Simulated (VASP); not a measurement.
The system is C.

```
C
1.0
     0.00000    1.78337    1.78337
     1.78337    0.00000    1.78337
     1.78337    1.78337    0.00000
C
2
Direct
  0.75000 0.75000 0.75000
  0.50000 0.50000 0.50000
```

This isn't the form of C at room conditions, which is graphite.

Program: VASP 6.6.1. Alike in all runs: potentials or basis VASP PAW PBE potentials, release 64 (C); no spin polarisation; cell as given; cutoff (eV) 520.

Task: Order these runs on this cell by their pressure, lowest first.
A. level r2SCAN0; k mesh 7 × 7 × 7; smearing fermi-dirac 0.05 eV; grid for exact exchange (PRECFOCK) Normal; exchange at q = 0 truncated; mesh quality coarse
B. level PBE; k mesh 13 × 13 × 13; smearing gaussian 0.019 eV; mesh quality not flagged
C. level HSEsol; k mesh 7 × 7 × 7; smearing fermi-dirac 0.05 eV; grid for exact exchange (PRECFOCK) Normal; mesh quality coarse

Result: C (-11.5 GPa), A (-9.3 GPa), B (2.5 GPa).

Caveats: some runs use coarse meshes; the PAW data sets were made with another functional, which shifts forces and pressure a little (some runs).
